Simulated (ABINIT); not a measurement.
# BAs (F-43m) in ABINIT: a series of runs

Aim: see how the results for BAs move with the level of theory and the settings. Levels: SCAN, revPBE, PW91. Tasks: band structure.

Program: ABINIT 10.8.3 (patched build). These are calculated values, not measurements. Logs are shortened: lines on timing, memory, paths and dates and some standing lists are left out, and cuts for length are marked. The log counts tension as positive stress, the text compression.

## Step 1: Starting point

It takes space group F-43m (No. 216, cubic). Conventional cell: a = 4.777 Å, b = 4.777 Å, c = 4.777 Å, α = 90.00°, β = 90.00°, γ = 90.00°. Around As (site symmetry -43m) lie 4 B at 2.07 Å. B (site symmetry -43m) is surrounded by 4 As at 2.07 Å.

## Step 2: Band structure, SCAN

The input, run.abi:

```
# Datasets: ground state, then fixed potential
ndtset 2

# Pseudopotentials
pp_dirpath "./"
pseudos "As.GGA_PBE-JTH.xml, B.GGA_PBE-JTH.xml"

# Structure
acell 3.3778490937 3.3778490937 3.3778490937 Angstrom
rprim
     0.0000000000     0.7071067812     0.7071067812
     0.7071067812     0.0000000000     0.7071067812
     0.7071067812     0.7071067812     0.0000000000
ntypat 2
znucl 33 5
natom 2
typat 1 2
xred
     0.7500000000     0.7500000000     0.7500000000
     0.0000000000     0.0000000000     0.0000000000

# Plane-wave basis
ecut 489.804952 eV
pawecutdg 36.0

# Exchange and correlation
ixc -263267
usekden 1
pawxcdev 0

# Bands and occupations
occopt 3
tsmear 0.00183747

# SCF cycle
nstep 100

# Output
iomode 3
prtwf 0
prteig 0
prtebands 0
prtden1 1
prtkden1 1

# Dataset 1
kptopt1 1
ngkpt1 10 10 10
nshiftk1 1
shiftk1 0.0 0.0 0.0
nband1 13
tolvrs1 1.0e-7

# Dataset 2: bands along G-X-W-K-G-L-U-W-L-K
iscf2 -2
getden2 1
getkden2 1
nband2 19
nbdbuf2 4
tolwfr2 1.0e-11
kptopt2 -9
ndivsm2 8
prteig2 1
kptbounds2
     0.0000000000     0.0000000000     0.0000000000
     0.5000000000     0.0000000000     0.5000000000
     0.5000000000     0.2500000000     0.7500000000
     0.3750000000     0.3750000000     0.7500000000
     0.0000000000     0.0000000000     0.0000000000
     0.5000000000     0.5000000000     0.5000000000
     0.6250000000     0.2500000000     0.6250000000
     0.5000000000     0.2500000000     0.7500000000
     0.5000000000     0.5000000000     0.5000000000
     0.3750000000     0.3750000000     0.7500000000
```

Potentials or basis: JTH PAW PBE v2.0.

On the command line:

```
> abinit run.abi > log 2>&1
```

run.abo:

```text
.Version 10.8.3 of ABINIT
 DATASET    1 : space group F-4 3 m (#216); Bravais cF (face-center cubic)
================================================================================
 Values of the parameters that define the memory need for DATASET  1.
     intxc =       0    ionmov =       0      iscf =      17    lmnmax =      18
     lnmax =       6     mgfft =      27  mpssoang =       3    mqgrid =    3001
     natom =       2  nloc_mem =       2    nspden =       1   nspinor =       1
    nsppol =       1      nsym =      24    n1xccc =       1    ntypat =       2
    occopt =       3   xclevel =       2
       mpw =         684          nfft =       19683          nkpt =          47
 PAW method is used; the additional fine FFT grid is defined by:
   mgfftf=        36    nfftf =     46656
================================================================================
================================================================================

 DATASET    2 : space group F-4 3 m (#216); Bravais cF (face-center cubic)
================================================================================
 Values of the parameters that define the memory need for DATASET  2.
     intxc =       0    ionmov =       0      iscf =      -2    lmnmax =      18
     lnmax =       6     mgfft =      27  mpssoang =       3    mqgrid =    3001
     natom =       2  nloc_mem =       2    nspden =       1   nspinor =       1
    nsppol =       1      nsym =      24    n1xccc =       1    ntypat =       2
    occopt =       3   xclevel =       2
       mpw =         684          nfft =       19683          nkpt =         139
 PAW method is used; the additional fine FFT grid is defined by:
   mgfftf=        36    nfftf =     46656
================================================================================
================================================================================

--------------------------------------------------------------------------------
------------- Echo of variables that govern the present computation ------------
--------------------------------------------------------------------------------
 -outvars: echo values of preprocessed input variables --------
            acell      6.3832096817E+00  6.3832096817E+00  6.3832096817E+00 Bohr
              amu      7.49215900E+01  1.08110000E+01
             ecut      1.80000000E+01 Hartree
           getden1          0
           getden2          1
          getkden1          0
          getkden2          1
             iscf1         17
             iscf2         -2
                       outvar_i_n : Printing only first  50 k-points.
              ixc     -263267
           jdtset        1    2
                       outvar_i_n : Printing only first  50 k-points.
           kptopt1          1
           kptopt2         -9
         kptrlatt       10    0    0      0   10    0      0    0   10
          kptrlen1     6.38320968E+01
          kptrlen2     3.00000000E+01
            natom           2
            nband1         13
            nband2         19
           nbdbuf1          0
           nbdbuf2          4
           ndtset           2
           ndivsm1          0
           ndivsm2          8
            ngfft          27      27      27
          ngfftdg          36      36      36
             nkpt1         47
             nkpt2        139
            nstep         100
             nsym          24
           ntypat           2
           occopt           3
        pawecutdg      3.60000000E+01 Hartree
         pawxcdev           0
        prtebands           0
           prteig1          0
           prteig2          1
          prtkden           1
            prtwf           0
            rprim      0.0000000000E+00  7.0710678120E-01  7.0710678120E-01
                       7.0710678120E-01  0.0000000000E+00  7.0710678120E-01
                       7.0710678120E-01  7.0710678120E-01  0.0000000000E+00
           shiftk1     0.00000000E+00  0.00000000E+00  0.00000000E+00
           shiftk2     5.00000000E-01  5.00000000E-01  5.00000000E-01
          spgroup         216
           tolvrs1     1.00000000E-07
           tolvrs2     0.00000000E+00
           tolwfr1     0.00000000E+00
           tolwfr2     1.00000000E-11
           tsmear      1.83747000E-03 Hartree
            typat      1  2
          usekden           1
           useylm           1
                       outvars : Printing only first  50 k-points.
           xangst      3.5827500000E+00  3.5827500000E+00  3.5827500000E+00
                       0.0000000000E+00  0.0000000000E+00  0.0000000000E+00
[... 256 lines left out ...]
  4.4550E-01  6.2436E-01  7.5913E-01  7.5913E-01  8.0954E-01  8.0954E-01
  8.0954E-01
 Non-SCF case, kpt    2 (  0.02174  0.00000  0.02174), residuals and eigenvalues=
  9.43E-12  5.61E-12  8.41E-12  3.01E-12  8.42E-12  2.90E-12  6.36E-12  2.67E-12
  2.48E-12  4.98E-12  3.89E-12  6.53E-12  3.10E-12  2.05E-12  1.97E-12  3.47E-12
[... 1087 lines left out ...]
  1.61E-12  1.61E-12  2.46E-12  6.01E-12  3.75E-12  4.85E-12  1.68E-12  3.57E-12
  4.32E-12  1.32E-07  6.03E-07
 -1.0944E+00 -1.0939E+00 -1.0939E+00 -1.0938E+00 -1.0935E+00 -1.7691E-01
 -5.6973E-02  2.7705E-02  1.2488E-01  3.4227E-01  4.9024E-01  6.0569E-01
  6.2592E-01  6.6275E-01  7.6383E-01  9.1045E-01  9.9104E-01  1.0851E+00
  1.1096E+00
 Non-SCF case, kpt  139 (  0.37500  0.37500  0.75000), residuals and eigenvalues=
  3.55E-12  3.11E-12  8.58E-12  2.07E-12  5.77E-12  2.10E-12  4.47E-12  7.84E-12
  1.29E-12  1.86E-12  8.60E-12  7.05E-12  3.73E-12  8.02E-12  3.24E-12  1.47E-10
  2.97E-09  2.07E-06  4.42E-06
 -1.0944E+00 -1.0939E+00 -1.0938E+00 -1.0938E+00 -1.0935E+00 -1.7430E-01
 -5.9152E-02  2.9186E-02  1.2144E-01  3.3867E-01  4.7364E-01  6.1644E-01
  6.3765E-01  6.6727E-01  7.7298E-01  9.0994E-01  1.0026E+00  1.0824E+00
  1.1148E+00

Result for kinetic energy density :

--------------------------------------------------------------------------------
 Total kinetic energy density [Ha/Bohr^3]
)     Maximum=    2.2736E-01  at reduced coord.    0.0000    0.0000    0.0000
)     Minimum=    3.3601E-03  at reduced coord.    0.2500    0.2500    0.2500
   Integrated=    5.6763E+00
--------------------------------------------------------------------------------

--- !ResultsGS
iteration_state: {dtset: 2, }
comment   : Summary of ground state results
lattice_vectors:
- [  0.0000000,   4.5136109,   4.5136109, ]
- [  4.5136109,   0.0000000,   4.5136109, ]
- [  4.5136109,   4.5136109,   0.0000000, ]
lattice_lengths: [   6.38321,    6.38321,    6.38321, ]
lattice_angles: [ 60.000,  60.000,  60.000, ] # degrees, (23, 13, 12)
lattice_volume:   1.8390873E+02
convergence: {deltae:  0.000E+00, res2:  0.000E+00, residm:  1.000E-11, diffor:  0.000E+00, }
etotal    :  -1.09440189E+02
entropy   :   0.00000000E+00
fermie    :   2.78846138E-01
cartesian_stress_tensor: null
pressure_GPa: null
xred      :
- [  7.5000E-01,   7.5000E-01,   7.5000E-01, As]
- [  0.0000E+00,   0.0000E+00,   0.0000E+00,  B]
cartesian_forces: null
force_length_stats: {min: null, max: null, mean: null, }
...

 Integrated electronic density in atomic spheres:
 ------------------------------------------------
 Atom  Sphere_radius  Integrated_density
    1        2.10392         12.82432349
    2        1.70617          1.73873893

================================================================================

 ----iterations are completed or convergence reached----

 Mean square residual over all n,k,spin=   47.741E-13; max=  99.997E-13
 reduced coordinates (array xred) for    2 atoms
       0.750000000000      0.750000000000      0.750000000000
       0.000000000000      0.000000000000      0.000000000000

 cartesian coordinates (angstrom) at end:
    1      3.58275000003832     3.58275000003832     3.58275000003832
    2      0.00000000000000     0.00000000000000     0.00000000000000
 length scales=  6.383209681739  6.383209681739  6.383209681739 bohr
              =  3.377849093700  3.377849093700  3.377849093700 angstroms
 Eigenvalues (hartree) for nkpt= 139  k points:
 kpt#   1, nband= 19, wtk=  1.00000, kpt=  0.0000  0.0000  0.0000 (reduced coord)
  -1.09439   -1.09439   -1.09439   -1.09366   -1.09366   -0.33384    0.25351    0.25351
   0.25351    0.38542    0.38542    0.38542    0.44550    0.62436    0.75913    0.75913
   0.80954    0.80954    0.80954
 kpt#   2, nband= 19, wtk=  1.00000, kpt=  0.0217  0.0000  0.0217 (reduced coord)
  -1.09439   -1.09439   -1.09439   -1.09367   -1.09366   -0.33344    0.25144    0.25158
   0.25158    0.38422    0.38780    0.38780    0.44748    0.62605    0.74769    0.75957
   0.81041    0.81041    0.81992
 kpt#   3, nband= 19, wtk=  1.00000, kpt=  0.0435  0.0000  0.0435 (reduced coord)
  -1.09439   -1.09438   -1.09438   -1.09367   -1.09366   -0.33225    0.24546    0.24620
   0.24620    0.38093    0.39453    0.39453    0.45288    0.63107    0.72563    0.76091
   0.81299    0.81299    0.83875
 kpt#   4, nband= 19, wtk=  1.00000, kpt=  0.0652  0.0000  0.0652 (reduced coord)
  -1.09440   -1.09437   -1.09437   -1.09367   -1.09365   -0.33027    0.23614    0.23825
   0.23825    0.37617    0.40471    0.40471    0.46046    0.63919    0.70197    0.76314
   0.81731    0.81731    0.85718
 kpt#   5, nband= 19, wtk=  1.00000, kpt=  0.0870  0.0000  0.0870 (reduced coord)
[... 525 lines left out ...]
   0.13362    0.35172    0.52164    0.57634    0.58903    0.66996    0.75754    0.90018
   0.95237    1.06772    1.11926
 kpt# 137, nband= 19, wtk=  1.00000, kpt=  0.3929  0.3929  0.7143 (reduced coord)
  -1.09438   -1.09396   -1.09388   -1.09374   -1.09353   -0.18108   -0.05532    0.03015
   0.12896    0.34663    0.50675    0.59207    0.60751    0.66532    0.75888    0.90779
   0.97219    1.07904    1.11236
 kpt# 138, nband= 19, wtk=  1.00000, kpt=  0.3839  0.3839  0.7321 (reduced coord)
  -1.09440   -1.09393   -1.09386   -1.09375   -1.09353   -0.17691   -0.05697    0.02770
   0.12488    0.34227    0.49024    0.60569    0.62592    0.66275    0.76383    0.91045
   0.99104    1.08514    1.10958
 kpt# 139, nband= 19, wtk=  1.00000, kpt=  0.3750  0.3750  0.7500 (reduced coord)
  -1.09442   -1.09392   -1.09384   -1.09377   -1.09352   -0.17430   -0.05915    0.02919
   0.12144    0.33867    0.47364    0.61644    0.63765    0.66727    0.77298    0.90994
   1.00259    1.08243    1.11479

== END DATASET(S) ==============================================================
================================================================================

 -outvars: echo values of variables after computation  --------
            acell      6.3832096817E+00  6.3832096817E+00  6.3832096817E+00 Bohr
           etotal1    -1.0944018903E+02
            fcart1     2.3862449038E-28  2.3862449038E-28 -7.1587347113E-28
                      -2.3862449038E-28 -2.3862449038E-28  7.1587347113E-28
            rprim      0.0000000000E+00  7.0710678120E-01  7.0710678120E-01
                       7.0710678120E-01  0.0000000000E+00  7.0710678120E-01
                       7.0710678120E-01  7.0710678120E-01  0.0000000000E+00
           strten1     2.5397193106E-05  2.5397193106E-05  2.5397193106E-05
                       0.0000000000E+00  0.0000000000E+00  0.0000000000E+00
           xangst      3.5827500000E+00  3.5827500000E+00  3.5827500000E+00
                       0.0000000000E+00  0.0000000000E+00  0.0000000000E+00
             xred      7.5000000000E-01  7.5000000000E-01  7.5000000000E-01
                       0.0000000000E+00  0.0000000000E+00  0.0000000000E+00
 Calculation completed.
```

Run time: 2.3 min. Hardware: 1 thread of Arm Neoverse V2, shared host; peak memory 0.13 GiB.

What came out:

- Free energy: -2978.0193 eV
- Pressure: -0.7 GPa
- Band gap on the k mesh: 1.41 eV, indirect (least direct gap 3.59 eV)
- Band gap along the path: 1.41 eV, indirect (least direct gap 3.59 eV)
- Valence electrons inside the program's atomic spheres: As 12.82; B 1.74

Levels at the corners of the path, in eV from the valence-band top:
| point | band 5 | band 6 | band 7 | band 8 | band 9 | band 10 | band 11 | band 12 | band 13 | band 14 |
| --- | --- | --- | --- | --- | --- | --- | --- | --- | --- | --- |
| Γ | -36.66 | -15.98 | 0.00 | 0.00 | 0.00 | 3.59 | 3.59 | 3.59 | 5.22 | 10.09 |
| X | -36.65 | -11.59 | -8.90 | -4.21 | -4.21 | 1.65 | 1.73 | 12.22 | 12.22 | 13.81 |
| W | -36.66 | -11.43 | -8.44 | -5.63 | -5.32 | 5.65 | 6.53 | 7.17 | 7.50 | 13.15 |
| K | -36.65 | -11.64 | -8.51 | -6.10 | -3.59 | 2.32 | 5.99 | 9.88 | 10.45 | 11.26 |
| Γ | -36.66 | -15.98 | 0.00 | 0.00 | 0.00 | 3.59 | 3.59 | 3.59 | 5.22 | 10.09 |
| L | -36.66 | -12.99 | -9.10 | -1.88 | -1.88 | 3.02 | 5.16 | 5.16 | 9.47 | 13.51 |
| U | -36.65 | -11.64 | -8.51 | -6.10 | -3.59 | 2.32 | 5.99 | 9.88 | 10.45 | 11.26 |
| W | -36.66 | -11.43 | -8.44 | -5.63 | -5.32 | 5.65 | 6.53 | 7.17 | 7.50 | 13.15 |
| L | -36.66 | -12.99 | -9.10 | -1.88 | -1.88 | 3.02 | 5.16 | 5.16 | 9.47 | 13.51 |
| K | -36.65 | -11.64 | -8.51 | -6.10 | -3.59 | 2.32 | 5.99 | 9.88 | 10.45 | 11.26 |

Caveat: totals of a meta-GGA on PAW files have another zero than those of a GGA; the PAW data sets were made with another functional, which shifts forces and pressure a little. SCAN opens gaps a little over a GGA but as a rule still falls short of measured ones.

## Step 3: Band structure, revPBE

Edit run.abi of step 2 so:

```diff
@@ -24,7 +24,6 @@
 pawecutdg 36.0
+pawxcdev 0
 
 # Exchange and correlation
-ixc -263267
-usekden 1
-pawxcdev 0
+ixc 14
 
@@ -43,3 +42,2 @@
 prtden1 1
-prtkden1 1
 
@@ -51,3 +49,3 @@
 nband1 13
-tolvrs1 1.0e-7
+tolvrs1 1.0e-9
 
@@ -56,3 +54,2 @@
 getden2 1
-getkden2 1
 nband2 19
```

Potentials or basis: JTH PAW PBE v2.0.

On the command line:

```
> abinit run.abi > log 2>&1
```

Run time: 40 s. Hardware: 1 thread of Arm Neoverse V2, shared host; peak memory 0.12 GiB.

Results (log left out):

| Item | Value |
| --- | --- |
| Free energy | -3174.4845 eV |
| Pressure | 4.8 GPa |
| Band gap on the k mesh | 1.20 eV, indirect (least direct gap 3.27 eV) |
| Band gap along the path | 1.20 eV, indirect (least direct gap 3.27 eV) |
| Valence electrons inside the program's atomic spheres | As 12.80; B 1.75 |

Levels at the corners of the path, in eV from the valence-band top:
| point | band 6 | band 7 | band 8 | band 9 | band 10 | band 11 | band 12 | band 13 |
| --- | --- | --- | --- | --- | --- | --- | --- | --- |
| Γ | -15.41 | 0.00 | 0.00 | 0.00 | 3.27 | 3.27 | 3.27 | 4.67 |
| X | -11.21 | -8.55 | -4.09 | -4.09 | 1.44 | 1.48 | 11.43 | 11.43 |
| W | -11.05 | -8.09 | -5.48 | -5.19 | 5.29 | 5.96 | 6.85 | 7.03 |
| K | -11.26 | -8.17 | -5.94 | -3.49 | 2.06 | 5.57 | 9.25 | 9.80 |
| Γ | -15.41 | 0.00 | 0.00 | 0.00 | 3.27 | 3.27 | 3.27 | 4.67 |
| L | -12.54 | -8.79 | -1.83 | -1.83 | 2.69 | 4.79 | 4.79 | 8.94 |
| U | -11.26 | -8.17 | -5.94 | -3.49 | 2.06 | 5.57 | 9.25 | 9.80 |
| W | -11.05 | -8.09 | -5.48 | -5.19 | 5.29 | 5.96 | 6.85 | 7.03 |
| L | -12.54 | -8.79 | -1.83 | -1.83 | 2.69 | 4.79 | 4.79 | 8.94 |
| K | -11.26 | -8.17 | -5.94 | -3.49 | 2.06 | 5.57 | 9.25 | 9.80 |

Caveat: the PAW data sets were made with another functional, which shifts forces and pressure a little.

## Step 4: Band structure, PW91

Edit run.abi of step 3 so:

```diff
@@ -27,3 +27,3 @@
 # Exchange and correlation
-ixc 14
+ixc -109134
```

On the command line:

```
> abinit run.abi > log 2>&1
```

It took 43 s on 1 thread of Arm Neoverse V2, shared host; peak memory 0.12 GiB.

Results (log left out):

| Property | Result |
| --- | --- |
| Free energy | -3179.5961 eV |
| Pressure | 2.6 GPa |
| Band gap on the k mesh | 1.20 eV, indirect (least direct gap 3.29 eV) |
| Band gap along the path | 1.20 eV, indirect (least direct gap 3.29 eV) |
| Valence electrons inside the program's atomic spheres | As 12.82; B 1.76 |

Levels at the corners of the path, in eV from the valence-band top:
```csv
point,band 5,band 6,band 7,band 8,band 9,band 10,band 11,band 12,band 13,band 14
Γ,-35.84,-15.40,0.00,0.00,0.00,3.29,3.29,3.29,4.63,9.57
X,-35.83,-11.24,-8.50,-4.06,-4.06,1.46,1.46,11.37,11.37,12.84
W,-35.84,-11.08,-8.03,-5.46,-5.17,5.28,5.93,6.83,7.05,12.33
K,-35.83,-11.28,-8.12,-5.92,-3.47,2.07,5.56,9.23,9.75,10.63
Γ,-35.84,-15.40,0.00,0.00,0.00,3.29,3.29,3.29,4.63,9.57
L,-35.84,-12.54,-8.76,-1.82,-1.82,2.68,4.81,4.81,8.89,12.70
U,-35.83,-11.28,-8.12,-5.92,-3.47,2.07,5.56,9.23,9.75,10.63
W,-35.84,-11.08,-8.03,-5.46,-5.17,5.28,5.93,6.83,7.05,12.33
L,-35.84,-12.54,-8.76,-1.82,-1.82,2.68,4.81,4.81,8.89,12.70
K,-35.83,-11.28,-8.12,-5.92,-3.47,2.07,5.56,9.23,9.75,10.63
```

Caveat: the PAW data sets were made with another functional, which shifts forces and pressure a little. PW91 gaps usually lie below the measured ones, often by a third to a half.

## Step 5: Summary

| level | gap on the mesh (eV) | pressure (GPa) |
| --- | --- | --- |
| SCAN | 1.41 | -0.7 |
| revPBE | 1.20 | 4.8 |
| PW91 | 1.20 | 2.6 |

Alike in all rows: task band structure; potentials or basis JTH PAW PBE v2.0; no spin polarisation; cell as given; k mesh 10 × 10 × 10; cutoff (eV) 490; smearing fermi-dirac 0.05 eV.

On the cell as given the gap runs from 1.20 eV (revPBE) to 1.41 eV (SCAN). The pressure there spans -0.7 GPa (SCAN) to 4.8 GPa (revPBE); a positive pressure means that this level wants a larger cell, a negative one a smaller.

Caveats: the PAW data sets were made with another functional, which shifts forces and pressure a little; totals of a meta-GGA on PAW files have another zero than those of a GGA (some runs).

Absolute energies hang on the potentials; compare differences alone.
